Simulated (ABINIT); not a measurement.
# Beyond one shot: MgO (Fm-3m), part 2 of 4

Aim: iterate the self-energy on MgO (Fm-3m) and follow the gap from cycle to cycle.

ABINIT 10.8.3; PBE and many-body steps on it, plane waves. Known limits of the many-body steps: not at the basis limit; coarse k mesh.

So far. Step 4 (G0W0): The gap on the mesh goes from 4.89 eV to 7.08 eV, a correction of +2.19 eV. Step 5 (QSGW, cycle 1): Against G0W0 in ABINIT (4×4×4 mesh, 21 bands, screening to 108.8 eV, Godby-Needs plasmon pole), the gap moves by +0.417 eV.

## (6) Screening, 4×4×4 mesh, 21 bands, screening to 108.8 eV

This step: RPA screening on PBE, plane waves, norm-conserving pseudopotentials.

File run.abi:

```
acell 3*1.0 Angstrom
rprim 
  -0.000000000000 2.097001392700 2.097001392700
  2.097001392700 0.000000000000 2.097001392700
  2.097001392700 2.097001392700 0.000000000000
ntypat 2
znucl 12 8
natom 2
typat 1 2
xred 
  0.000000000000 0.000000000000 0.000000000000
  0.500000000000 0.500000000000 0.500000000000
pp_dirpath "pseudos"
pseudos "Mg.upf, O.upf"
ecut 38
ngkpt 4 4 4
nshiftk 1
shiftk 0 0 0
kptopt 1
chksymbreak 0
istwfk *1
occopt 1
irdwfk 1
optdriver 3
nband 21
ecuteps 4
inclvkb 2
awtr 1
symchi 1
gwcalctyp 28
mbpt_sciss 3.234 eV
nqptdm 1
qptdm 
  0 0 0
indata_prefix "in"
outdata_prefix "out"
tmpdata_prefix "tmp"
```

The run is started by

```bash
OMP_NUM_THREADS=1 mpirun -n 4 abinit run.abi > log
```

What it wrote:

```text
.Version 10.8.3 of ABINIT. v10.8.2 released Aug 2026.

 Symmetries : space group Fm -3 m (#225); Bravais cF (face-center cubic)
[... echo of the input left out ...]
== DATASET  1 ==================================================================
-   mpi_nproc: 4, omp_nthreads: 1 (-1 if OMP is not activated)

--- !DatasetInfo
iteration_state: {dtset: 1, }
dimensions: {natom: 2, nkpt: 8, mband: 21, nsppol: 1, nspinor: 1, nspden: 1, mpw: 1411, }
cutoff_energies: {ecut:  38.0, pawecutdg:  -1.0, }
electrons: {nelect:   1.60000000E+01, charge:   0.00000000E+00, occopt:   1.00000000E+00, tsmear:   1.00000000E-02, }

 SCREENING: Calculation of the susceptibility and dielectric matrices

 Based on a program developped by R.W. Godby, V. Olevano, G. Onida, and L. Reining.
 Incorporated in ABINIT by V. Olevano, G.-M. Rignanese, and M. Torrent.
.Using double precision arithmetic ; gwpc =  8

[... cell and pseudopotentials left out ...]
--------------------------------------------------------------------------------

 ==== K-mesh for the wavefunctions ====
 Number of points in the irreducible wedge :     8
[... list of points left out ...]
 Together with 48 symmetry operations and time-reversal symmetry
 yields    64 points in the full Brillouin Zone.

 ==== Q-mesh for the screening function ====
 Number of points in the irreducible wedge :     8
[... list of points left out ...]
 Together with 48 symmetry operations and time-reversal symmetry
 yields    64 points in the full Brillouin Zone.

 setmesh: FFT mesh size selected  =    24x   24x   24
          total number of points  =        13824

 vcoul_init : cutoff-mode = AUXILIARY_FUNCTION
 q-points for optical limit:   1
     1)      0.000010    0.000020    0.000030

 Dielectric matrix will be calculated only for some
 selected q points provided by the user through the input variables
 nqptdm and qptdm

- screening: taking advantage of time-reversal symmetry
- Maximum band index for partially occupied states nbvw = 8
- Remaining bands to be divided among processors   nbcw = 13
- Number of bands treated by each node ~3

 rdqps: reading QP wavefunctions of the previous step
        looking for file in_QPS
 file not found, 1st iteration initialized with KS eigenelements

 screening : performing a first self-consistency
 update of the energies in W by a scissor operator
 applying a scissor operator of [eV] :   3.234

 Number of electrons calculated from density =   16.0000; Expected =   16.0000
 average of density, n =  0.128557
 r_s =    1.2291
 omega_plasma =   34.5863 [eV]

 calculating chi0 at frequencies [eV] :
  1    0.000000E+00    0.000000E+00
  2    0.000000E+00    3.458631E+01

--------------------------------------------------------------------------------
  q-point number  1        q = ( 0.000000, 0.000000, 0.000000) [r.l.u.]
--------------------------------------------------------------------------------
[... chi0 elements left out ...]
 For q-point:  0.000010 0.000020 0.000030
  dielectric constant =   2.6674
  dielectric constant without local fields =   2.7971

  Average fulfillment of the sum rule on Im[epsilon] for q-point    1 :     21.32  [%]
[... wings left out ...]
== END DATASET(S) ==============================================================
================================================================================

 -outvars: echo values of variables after computation  --------
           etotal      0.0000000000E+00
            nband          21
             nkpt           8
          spgroup         225
 [... the other variables as echoed above ...]

 Calculation completed.
```

Wall time 4.2 s (4 MPI ranks of AMD EPYC 7571, shared host); peak memory 0.21 GiB; 16 s of CPU time.

Numbers from this step:

```
ε∞ with local fields, on this mesh, along the program's q direction : 2.667
the same without local fields                                       : 2.797
plasma frequency                                                    : 34.59 eV
plane waves in the screening matrix                                 : 59
```

This screening uses the functional's bands under a rigid shift, the mean opening of the cycle before.

## (7) Screening, 4×4×4 mesh, 21 bands, screening to 108.8 eV

This step: RPA screening on PBE from quasiparticle energies and orbitals, plane waves, norm-conserving pseudopotentials.

run.abi, as its differences from that of step 6:

```diff
@@ -29,7 +29,13 @@
 symchi 1
+irdqps 1
 gwcalctyp 28
-mbpt_sciss 3.234 eV
-nqptdm 1
+nqptdm 7
 qptdm 
-  0 0 0
+  0.2500000000 0.0000000000 0.0000000000
+  0.5000000000 0.0000000000 0.0000000000
+  0.2500000000 0.2500000000 0.0000000000
+  0.5000000000 0.2500000000 0.0000000000
+  -0.2500000000 0.2500000000 0.0000000000
+  0.5000000000 0.5000000000 0.0000000000
+  -0.2500000000 0.5000000000 0.2500000000
 indata_prefix "in"
```

File mrgscr.stdin:

```
2
merged
q0_SCR
out_SCR
1
```

The run is started by

```bash
OMP_NUM_THREADS=1 mpirun -n 4 abinit run.abi > log; mrgscr < mrgscr.stdin
```

What it wrote:

```text
.Version 10.8.3 of ABINIT. v10.8.2 released Aug 2026.

 Symmetries : space group Fm -3 m (#225); Bravais cF (face-center cubic)
[... echo of the input left out ...]
== DATASET  1 ==================================================================
-   mpi_nproc: 4, omp_nthreads: 1 (-1 if OMP is not activated)

--- !DatasetInfo
iteration_state: {dtset: 1, }
dimensions: {natom: 2, nkpt: 8, mband: 21, nsppol: 1, nspinor: 1, nspden: 1, mpw: 1411, }
cutoff_energies: {ecut:  38.0, pawecutdg:  -1.0, }
[...]
q-point number  1        q = ( 0.250000, 0.000000, 0.000000) [r.l.u.]
--------------------------------------------------------------------------------
[... chi0 elements left out ...]
  Average fulfillment of the sum rule on Im[epsilon] for q-point    2 :     50.03  [%]

--------------------------------------------------------------------------------
  q-point number  2        q = ( 0.500000, 0.000000, 0.000000) [r.l.u.]
--------------------------------------------------------------------------------
[... chi0 elements left out ...]
  Average fulfillment of the sum rule on Im[epsilon] for q-point    3 :     39.93  [%]

 [... 5 further q-points ...]
```

The job ended after 6.7 s (4 MPI ranks; peak memory 0.37 GiB; 26 s of CPU time).

This step gave:

```
plasma frequency                    : 34.59 eV
plane waves in the screening matrix : 59
```

This screening reads the quasiparticle levels of the cycle before.

## (8) QSGW, cycle 2

The corrected levels of the last cycle go back in.

This step: QSGW on PBE, plane waves, norm-conserving pseudopotentials.

run.abi, as its differences from that of step 7:

```diff
@@ -23,12 +23,10 @@
 irdwfk 1
-optdriver 3
+optdriver 4
 nband 21
-ecuteps 4
-inclvkb 2
-awtr 1
-symchi 1
-irdqps 1
 gwcalctyp 28
-nqptdm 7
-qptdm 
+ecutsigx 38
+symsigma 0
+nkptgw 8
+kptgw 
+  0.0000000000 0.0000000000 0.0000000000
   0.2500000000 0.0000000000 0.0000000000
@@ -40,2 +38,16 @@
   -0.2500000000 0.5000000000 0.2500000000
+bdgw 
+  1 18
+  1 18
+  1 18
+  1 18
+  1 18
+  1 18
+  1 18
+  1 18
+ecuteps 4
+irdscr 1
+ppmodel 1
+irdqps 1
+rhoqpmix 0.3
 indata_prefix "in"
```

The run is started by

```bash
OMP_NUM_THREADS=1 mpirun -n 4 abinit run.abi > log
```

What it wrote:

```text
.Version 10.8.3 of ABINIT. v10.8.2 released Aug 2026.

 Symmetries : space group Fm -3 m (#225); Bravais cF (face-center cubic)
[... echo of the input left out ...]
== DATASET  1 ==================================================================
-   mpi_nproc: 4, omp_nthreads: 1 (-1 if OMP is not activated)

--- !DatasetInfo
iteration_state: {dtset: 1, }
dimensions: {natom: 2, nkpt: 8, mband: 21, nsppol: 1, nspinor: 1, nspden: 1, mpw: 1411, }
cutoff_energies: {ecut:  38.0, pawecutdg:  -1.0, }
[...]
.  kptgw no:  3; Maximum DeltaE = (   2.942   1.012) for band index:  1
[...]
.  kptgw no:  7; Maximum DeltaE = (   2.840   1.622) for band index:  1
.  kptgw no:  8; Maximum DeltaE = (   2.813   1.350) for band index:  1

== END DATASET(S) ==============================================================
================================================================================

 -outvars: echo values of variables after computation  --------
           etotal      0.0000000000E+00
            nband          21
             nkpt           8
          spgroup         225
 [... the other variables as echoed above ...]

 Calculation completed.
```

It took 46 s on 4 MPI ranks; peak memory 0.69 GiB.

This step gave:

| Property | Result |
| --- | --- |
| quasiparticle gap on the mesh | 8.028 eV |
| gap of the density functional on the mesh | 4.895 eV |
| k of the valence top | 0, 0, 0 |
| k of the conduction bottom | 0, 0, 0 |
| least direct quasiparticle gap on the computed points | 8.028 eV |

Against the cycle before, the gap moves by +0.526 eV.

## (9) Screening, 4×4×4 mesh, 21 bands, screening to 108.8 eV

This step: RPA screening on PBE, plane waves, norm-conserving pseudopotentials.

File run.abi:

```
acell 3*1.0 Angstrom
rprim 
  -0.000000000000 2.097001392700 2.097001392700
  2.097001392700 0.000000000000 2.097001392700
  2.097001392700 2.097001392700 0.000000000000
ntypat 2
znucl 12 8
natom 2
typat 1 2
xred 
  0.000000000000 0.000000000000 0.000000000000
  0.500000000000 0.500000000000 0.500000000000
pp_dirpath "pseudos"
pseudos "Mg.upf, O.upf"
ecut 38
ngkpt 4 4 4
nshiftk 1
shiftk 0 0 0
kptopt 1
chksymbreak 0
istwfk *1
occopt 1
irdwfk 1
optdriver 3
nband 21
ecuteps 4
inclvkb 2
awtr 1
symchi 1
gwcalctyp 28
mbpt_sciss 3.797 eV
nqptdm 1
qptdm 
  0 0 0
indata_prefix "in"
outdata_prefix "out"
tmpdata_prefix "tmp"
```

What it wrote:

```text
.Version 10.8.3 of ABINIT. v10.8.2 released Aug 2026.

 Symmetries : space group Fm -3 m (#225); Bravais cF (face-center cubic)
[... echo of the input left out ...]
== DATASET  1 ==================================================================
-   mpi_nproc: 4, omp_nthreads: 1 (-1 if OMP is not activated)

--- !DatasetInfo
iteration_state: {dtset: 1, }
dimensions: {natom: 2, nkpt: 8, mband: 21, nsppol: 1, nspinor: 1, nspden: 1, mpw: 1411, }
cutoff_energies: {ecut:  38.0, pawecutdg:  -1.0, }
[...]
[... chi0 elements left out ...]
 For q-point:  0.000010 0.000020 0.000030
  dielectric constant =   2.6081
  dielectric constant without local fields =   2.7306

  Average fulfillment of the sum rule on Im[epsilon] for q-point    1 :     21.66  [%]
[... wings left out ...]
== END DATASET(S) ==============================================================
================================================================================

 -outvars: echo values of variables after computation  --------
           etotal      0.0000000000E+00
            nband          21
             nkpt           8
          spgroup         225
 [... the other variables as echoed above ...]

 Calculation completed.
```

The job ended after 4.7 s (4 MPI ranks; peak memory 0.21 GiB).

This step gave:

- ε∞ with local fields, on this mesh, along the program's q direction: 2.608
- the same without local fields: 2.731
- plasma frequency: 34.59 eV
- plane waves in the screening matrix: 59

This screening uses the functional's bands under a rigid shift, the mean opening of the cycle before.

## (10) Screening, 4×4×4 mesh, 21 bands, screening to 108.8 eV

This step: RPA screening on PBE from quasiparticle energies and orbitals, plane waves, norm-conserving pseudopotentials.

run.abi, as its differences from that of step 9:

```diff
@@ -29,7 +29,13 @@
 symchi 1
+irdqps 1
 gwcalctyp 28
-mbpt_sciss 3.797 eV
-nqptdm 1
+nqptdm 7
 qptdm 
-  0 0 0
+  0.2500000000 0.0000000000 0.0000000000
+  0.5000000000 0.0000000000 0.0000000000
+  0.2500000000 0.2500000000 0.0000000000
+  0.5000000000 0.2500000000 0.0000000000
+  -0.2500000000 0.2500000000 0.0000000000
+  0.5000000000 0.5000000000 0.0000000000
+  -0.2500000000 0.5000000000 0.2500000000
 indata_prefix "in"
```

mrgscr.stdin is that of step 7.

The run is started by

```bash
OMP_NUM_THREADS=1 mpirun -n 4 abinit run.abi > log; mrgscr < mrgscr.stdin
```

What it wrote:

```text
.Version 10.8.3 of ABINIT. v10.8.2 released Aug 2026.

 Symmetries : space group Fm -3 m (#225); Bravais cF (face-center cubic)
[... echo of the input left out ...]
== DATASET  1 ==================================================================
-   mpi_nproc: 4, omp_nthreads: 1 (-1 if OMP is not activated)

--- !DatasetInfo
iteration_state: {dtset: 1, }
dimensions: {natom: 2, nkpt: 8, mband: 21, nsppol: 1, nspinor: 1, nspden: 1, mpw: 1411, }
cutoff_energies: {ecut:  38.0, pawecutdg:  -1.0, }
[...]
q-point number  1        q = ( 0.250000, 0.000000, 0.000000) [r.l.u.]
--------------------------------------------------------------------------------
[... chi0 elements left out ...]
  Average fulfillment of the sum rule on Im[epsilon] for q-point    2 :     50.77  [%]

--------------------------------------------------------------------------------
  q-point number  2        q = ( 0.500000, 0.000000, 0.000000) [r.l.u.]
--------------------------------------------------------------------------------
[... chi0 elements left out ...]
  Average fulfillment of the sum rule on Im[epsilon] for q-point    3 :     40.47  [%]

 [... 5 further q-points ...]
```

It took 6.6 s on 4 MPI ranks; peak memory 0.37 GiB.

Numbers from this step:

```yaml
plasma_frequency: 34.59 eV
plane_waves_in_the_screening_matrix: 59
```

This screening reads the quasiparticle levels of the cycle before.

## (11) QSGW, cycle 3

This step: QSGW on PBE, plane waves, norm-conserving pseudopotentials.

run.abi, as its differences from that of step 10:

```diff
@@ -23,12 +23,10 @@
 irdwfk 1
-optdriver 3
+optdriver 4
 nband 21
-ecuteps 4
-inclvkb 2
-awtr 1
-symchi 1
-irdqps 1
 gwcalctyp 28
-nqptdm 7
-qptdm 
+ecutsigx 38
+symsigma 0
+nkptgw 8
+kptgw 
+  0.0000000000 0.0000000000 0.0000000000
   0.2500000000 0.0000000000 0.0000000000
@@ -40,2 +38,16 @@
   -0.2500000000 0.5000000000 0.2500000000
+bdgw 
+  1 18
+  1 18
+  1 18
+  1 18
+  1 18
+  1 18
+  1 18
+  1 18
+ecuteps 4
+irdscr 1
+ppmodel 1
+irdqps 1
+rhoqpmix 0.3
 indata_prefix "in"
```

The run is started by

```bash
OMP_NUM_THREADS=1 mpirun -n 4 abinit run.abi > log
```

What it wrote:

```text
.Version 10.8.3 of ABINIT. v10.8.2 released Aug 2026.

 Symmetries : space group Fm -3 m (#225); Bravais cF (face-center cubic)
[... echo of the input left out ...]
== DATASET  1 ==================================================================
-   mpi_nproc: 4, omp_nthreads: 1 (-1 if OMP is not activated)

--- !DatasetInfo
iteration_state: {dtset: 1, }
dimensions: {natom: 2, nkpt: 8, mband: 21, nsppol: 1, nspinor: 1, nspden: 1, mpw: 1411, }
cutoff_energies: {ecut:  38.0, pawecutdg:  -1.0, }
[...]
.  kptgw no:  3; Maximum DeltaE = (  -0.390   1.096) for band index:  1
[...]
.  kptgw no:  7; Maximum DeltaE = (  -0.383   1.291) for band index:  1
.  kptgw no:  8; Maximum DeltaE = (  -0.258  -0.077) for band index:  5

== END DATASET(S) ==============================================================
================================================================================

 -outvars: echo values of variables after computation  --------
           etotal      0.0000000000E+00
            nband          21
             nkpt           8
          spgroup         225
 [... the other variables as echoed above ...]

 Calculation completed.
```

Elapsed: 49 s, on 4 MPI ranks; peak memory 0.69 GiB.

Numbers from this step:

```yaml
quasiparticle_gap_on_the_mesh: 8.384 eV
gap_of_the_density_functional_on_the_mesh: 4.895 eV
k_of_the_valence_top: 0, 0, 0
k_of_the_conduction_bottom: 0, 0, 0
least_direct_quasiparticle_gap_on_the_computed_points: 8.384 eV
```

Against the cycle before, the gap moves by +0.356 eV.

## (12) Screening, 4×4×4 mesh, 21 bands, screening to 108.8 eV

This step: RPA screening on PBE, plane waves, norm-conserving pseudopotentials.

File run.abi:

```
acell 3*1.0 Angstrom
rprim 
  -0.000000000000 2.097001392700 2.097001392700
  2.097001392700 0.000000000000 2.097001392700
  2.097001392700 2.097001392700 0.000000000000
ntypat 2
znucl 12 8
natom 2
typat 1 2
xred 
  0.000000000000 0.000000000000 0.000000000000
  0.500000000000 0.500000000000 0.500000000000
pp_dirpath "pseudos"
pseudos "Mg.upf, O.upf"
ecut 38
ngkpt 4 4 4
nshiftk 1
shiftk 0 0 0
kptopt 1
chksymbreak 0
istwfk *1
occopt 1
irdwfk 1
optdriver 3
nband 21
ecuteps 4
inclvkb 2
awtr 1
symchi 1
gwcalctyp 28
mbpt_sciss 4.131 eV
nqptdm 1
qptdm 
  0 0 0
indata_prefix "in"
outdata_prefix "out"
tmpdata_prefix "tmp"
```

What it wrote:

```text
.Version 10.8.3 of ABINIT. v10.8.2 released Aug 2026.

 Symmetries : space group Fm -3 m (#225); Bravais cF (face-center cubic)
[... echo of the input left out ...]
== DATASET  1 ==================================================================
-   mpi_nproc: 4, omp_nthreads: 1 (-1 if OMP is not activated)

--- !DatasetInfo
iteration_state: {dtset: 1, }
dimensions: {natom: 2, nkpt: 8, mband: 21, nsppol: 1, nspinor: 1, nspden: 1, mpw: 1411, }
cutoff_energies: {ecut:  38.0, pawecutdg:  -1.0, }
[...]
[... chi0 elements left out ...]
 For q-point:  0.000010 0.000020 0.000030
  dielectric constant =   2.5752
  dielectric constant without local fields =   2.6936

  Average fulfillment of the sum rule on Im[epsilon] for q-point    1 :     21.85  [%]
[... wings left out ...]
== END DATASET(S) ==============================================================
================================================================================

 -outvars: echo values of variables after computation  --------
           etotal      0.0000000000E+00
            nband          21
             nkpt           8
          spgroup         225
 [... the other variables as echoed above ...]

 Calculation completed.
```

Wall time 4.6 s (4 MPI ranks); peak memory 0.21 GiB.

This step gave:

```yaml
eps_infinity_with_local_fields_on_this_mesh_along_the_program_s_q_direction: 2.575
the_same_without_local_fields: 2.694
plasma_frequency: 34.59 eV
plane_waves_in_the_screening_matrix: 59
```

This screening uses the functional's bands under a rigid shift, the mean opening of the cycle before.

## (13) Screening, 4×4×4 mesh, 21 bands, screening to 108.8 eV

This step: RPA screening on PBE from quasiparticle energies and orbitals, plane waves, norm-conserving pseudopotentials.

run.abi, as its differences from that of step 12:

```diff
@@ -29,7 +29,13 @@
 symchi 1
+irdqps 1
 gwcalctyp 28
-mbpt_sciss 4.131 eV
-nqptdm 1
+nqptdm 7
 qptdm 
-  0 0 0
+  0.2500000000 0.0000000000 0.0000000000
+  0.5000000000 0.0000000000 0.0000000000
+  0.2500000000 0.2500000000 0.0000000000
+  0.5000000000 0.2500000000 0.0000000000
+  -0.2500000000 0.2500000000 0.0000000000
+  0.5000000000 0.5000000000 0.0000000000
+  -0.2500000000 0.5000000000 0.2500000000
 indata_prefix "in"
```

mrgscr.stdin is that of step 10.

The run is started by

```bash
OMP_NUM_THREADS=1 mpirun -n 4 abinit run.abi > log; mrgscr < mrgscr.stdin
```

What it wrote:

```text
.Version 10.8.3 of ABINIT. v10.8.2 released Aug 2026.

 Symmetries : space group Fm -3 m (#225); Bravais cF (face-center cubic)
[... echo of the input left out ...]
== DATASET  1 ==================================================================
-   mpi_nproc: 4, omp_nthreads: 1 (-1 if OMP is not activated)

--- !DatasetInfo
iteration_state: {dtset: 1, }
dimensions: {natom: 2, nkpt: 8, mband: 21, nsppol: 1, nspinor: 1, nspden: 1, mpw: 1411, }
cutoff_energies: {ecut:  38.0, pawecutdg:  -1.0, }
[...]
q-point number  1        q = ( 0.250000, 0.000000, 0.000000) [r.l.u.]
--------------------------------------------------------------------------------
[... chi0 elements left out ...]
  Average fulfillment of the sum rule on Im[epsilon] for q-point    2 :     50.60  [%]

--------------------------------------------------------------------------------
  q-point number  2        q = ( 0.500000, 0.000000, 0.000000) [r.l.u.]
--------------------------------------------------------------------------------
[... chi0 elements left out ...]
  Average fulfillment of the sum rule on Im[epsilon] for q-point    3 :     40.34  [%]

 [... 5 further q-points ...]
```

The job ended after 6.7 s (4 MPI ranks; peak memory 0.37 GiB).

Numbers from this step:

```
plasma frequency                    : 34.59 eV
plane waves in the screening matrix : 59
```

This screening reads the quasiparticle levels of the cycle before.

[end of part 2 of 4]

[Paths, hosts, dates, memory and timing lines, banners, echoed tables and standing remarks are left out of the program output.]

[Logs are printed without paths, hosts, clocks, repeated set-up lines and the standing remarks that a program may print on its own settings, such as how far it seeks lower states.]

[Runs of the session that timed out or met a known fault of the program may be left out.]

[Hosts, paths, dates, database ids (printed as entryN), source tags and the programs' standing remarks are cut or masked in the printed files.]

[G0W0 gaps are taken among the corrected bands and points alone; a level outside them can change the order at an edge.]

[Where Ansatz stands beside ABINIT at settings called matched, ABINIT's density can come from a denser mesh and the files from another edition; pairs whose starting gaps differed by over 0.03 eV were left out, so agreement reads better than it is.]
